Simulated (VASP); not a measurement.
BaZrO3:

```
CELL_PARAMETERS angstrom
4.19134 0.00000 0.00000
0.00000 4.19134 0.00000
0.00000 0.00000 4.19134
ATOMIC_POSITIONS crystal
Ba 0.00000 0.00000 0.00000
Zr 0.50000 0.50000 0.50000
O 0.00000 0.50000 0.50000
O 0.50000 0.00000 0.50000
O 0.50000 0.50000 0.00000
```

```yaml
Program: VASP 6.6.1
Task: relaxation of cell and atoms
Functional: LDA
Potentials_or_basis: VASP PAW LDA potentials, release 64 (Ba_sv, Zr_sv, O)
Cutoff: 600 eV
k_mesh: 6 × 6 × 6
Occupations: gaussian, width 0.03 eV
Spin: no spin polarisation
```

At the start: pressure -4.0 GPa; volume 14.73 Å³/atom.

Task: Where does the relaxation end?

Result: Over 3 steps the energy falls by 4.5 meV/atom and the volume is 14.38 Å³/atom (-2.4 %); space group Pm-3m (No. 221, to 0.05 Å).

The path:
```tsv
step	energy change (eV)	largest force (eV/Å)	pressure (GPa)	volume (Å³)
1	0.0000	0.0000	-4.00	73.63
2	0.0125	0.0000	5.51	69.78
3	-0.0224	0.0000	-0.03	71.88
```

Final structure:
```
CELL_PARAMETERS angstrom
4.15793 0.00000 0.00000
0.00000 4.15793 0.00000
0.00000 0.00000 4.15793
ATOMIC_POSITIONS crystal
Ba 0.00000 0.00000 0.00000
Zr 0.50000 0.50000 0.50000
O 0.00000 0.50000 0.50000
O 0.50000 0.00000 0.50000
O 0.50000 0.50000 0.00000
```
